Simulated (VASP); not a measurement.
Crystal: BAs.

```
B As
1.0
     0.00000    2.40440    2.40440
     2.40440    0.00000    2.40440
     2.40440    2.40440    0.00000
B As
1 1
Direct
  0.00000 0.00000 0.00000
  0.25000 0.25000 0.25000
```

- Program: VASP 6.6.1
- Task: relaxation of cell and atoms
- Functional: LDA
- Potentials or basis: VASP PAW LDA potentials, release 64 (B, As)
- Cutoff: 600 eV
- k mesh: 8 × 8 × 8
- Occupations: fermi-dirac, width 0.02 eV
- Spin: no spin polarisation

At the start: pressure -5.7 GPa; volume 13.90 Å³/atom.

Problem. How do energy, volume and symmetry change on relaxing?

Solution. Over 3 steps the energy falls by 10.4 meV/atom and the volume is 13.33 Å³/atom (-4.1 %); space group F-43m (No. 216, to 0.05 Å).

The path:
```tsv
step	energy change (eV)	largest force (eV/Å)	pressure (GPa)	volume (Å³)
1	0.0000	0.0000	-5.67	27.80
2	-0.0094	0.0000	4.74	25.87
3	-0.0209	0.0000	-0.02	26.67
```

Final structure:
```xyz
2
Lattice="0.0000 2.3712 2.3712 2.3712 0.0000 2.3712 2.3712 2.3712 0.0000" Properties=species:S:1:pos:R:3 pbc="T T T"
B     0.0000    0.0000    0.0000
As    1.1856    1.1856    1.1856
```
